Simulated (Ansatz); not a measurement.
# BN (P6_3mc): the band gap by level of theory

All numbers come from Ansatz. No spin polarisation and no zero-point or thermal motion.

Structure: a 4-atom cell of BN started from a crystallographic database, at its r2SCAN minimum. Space group P6_3mc (No. 186), hexagonal; a = 2.544 Å, c = 4.208 Å in the conventional setting, 5.90 Å³ an atom. B has 4 N at 1.56–1.58 Å; N has 4 B at 1.56–1.58 Å.

Relaxed lattice by functional, symmetry kept:

| functional | k mesh | a (Å) | c (Å) | volume (Å³/atom) |
| --- | --- | --- | --- | --- |
| PBE | 12×12×6 | 2.555 | 4.225 | 5.97 |
| r2SCAN | 12×12×6 | 2.544 | 4.208 | 5.90 |
| PBEsol | 12×12×6 | 2.541 | 4.203 | 5.88 |
| LDA | 12×12×6 | 2.523 | 4.175 | 5.76 |
| HSE06 | 9×9×4 | 2.535 | 4.191 | 5.83 |

Gaps on the r2SCAN cell, each the least over its mesh and the special points:
```json
{"level": "LDA", "k mesh": "12×12×6", "gap (eV)": "4.98", "kind": "indirect", "edges": "Γ → K", "least direct gap (eV)": "8.17", "rough cost": "1.5 core-seconds"}
{"level": "PBE", "k mesh": "12×12×6", "gap (eV)": "5.21", "kind": "indirect", "edges": "Γ → K", "least direct gap (eV)": "8.30", "rough cost": "2 core-seconds"}
{"level": "r2SCAN", "k mesh": "12×12×6", "gap (eV)": "5.75", "kind": "indirect", "edges": "Γ → K", "least direct gap (eV)": "9.00", "rough cost": "3 core-seconds"}
{"level": "r2SCANh", "k mesh": "9×9×4", "gap (eV)": "6.50", "kind": "indirect", "edges": "Γ → K", "least direct gap (eV)": "9.86", "rough cost": "50 core-seconds"}
{"level": "HSE06", "k mesh": "9×9×4", "gap (eV)": "6.53", "kind": "indirect", "edges": "Γ → K", "least direct gap (eV)": "9.96", "rough cost": "40 core-seconds"}
{"level": "DDH-PBE0", "k mesh": "9×9×4", "gap (eV)": "7.01", "kind": "indirect", "edges": "Γ → K", "least direct gap (eV)": "10.41", "rough cost": "50 core-seconds"}
{"level": "PBE0", "k mesh": "9×9×4", "gap (eV)": "7.29", "kind": "indirect", "edges": "Γ → K", "least direct gap (eV)": "10.73", "rough cost": "40 core-seconds"}
{"level": "Hartree-Fock", "k mesh": "9×9×4", "gap (eV)": "14.43", "kind": "indirect", "edges": "Γ → K", "least direct gap (eV)": "18.64", "rough cost": "50 core-seconds"}
{"level": "G0W0@PBE (70 empty bands, 120 eV, 6×6×4)", "k mesh": "6×6×4", "gap (eV)": "6.60", "kind": "–", "edges": "Γ → K (mesh)", "least direct gap (eV)": "–", "rough cost": "15 core-seconds"}
{"level": "G0W0@PBE (174 empty bands, 220 eV, 6×6×4)", "k mesh": "6×6×4", "gap (eV)": "6.86", "kind": "–", "edges": "Γ → K (mesh)", "least direct gap (eV)": "–", "rough cost": "90 core-seconds"}
```
PBE: smearing of 0.02 eV; the others have fixed occupations.
Wave cutoffs: 420 eV, 500 eV (r2SCAN, r2SCANh).
The G0W0 gap is PBE's gap over the path plus the quasiparticle shift read on the mesh. The G0W0 figures hold for the stated bands, cutoff and mesh and aren't extrapolated.
Costs come from shared machines and give only the order; PBE's includes the band path.

With HSE06 the valence top lies at Γ and the conduction bottom at K, 6.53 eV higher; the smallest vertical gap, at Γ–M (0.22 of the way from Γ), is 9.96 eV. With r2SCAN, at Γ the top three valence levels group as 2+1 from the top, spread over 271 meV.

r2SCAN covers 41 % of the step from PBE to HSE06, while HSE06 needs about 12 times r2SCAN's cost (on a coarser mesh). All these functionals give a gap of the same kind, indirect.

r2SCAN (ground state on 9×9×6): ε∞: 4.41 along x and y, 4.56 along z. Born charges, averaged over directions: B +1.96, N -1.96 e. PBE (ground state on 9×9×6): The clamped-ion dielectric constant comes out as 4.56 along x and y, 4.72 along z. Born charges, averaged over directions: B +1.88, N -1.88 e.

On the PBEsol cell (a = 2.541 Å, c = 4.203 Å), with PBEsol: The zone-centre optical frequencies run from 469 to 1117 cm⁻¹, none imaginary (the rest of the zone wasn't tested). With the long-range field the highest mode reaches 1276 cm⁻¹. ε∞: 4.59 along x and y, 4.75 along z. With the ions relaxed, ε⁰ is 6.7 along x and y, 7.2 along z. Born charges, averaged over directions: B +1.87, N -1.87 e.

The meshes of the hybrids are coarse, so their gaps aren't converged to the digits shown.

The splittings at Γ are without spin-orbit coupling, which regroups them where it is of like size or larger.
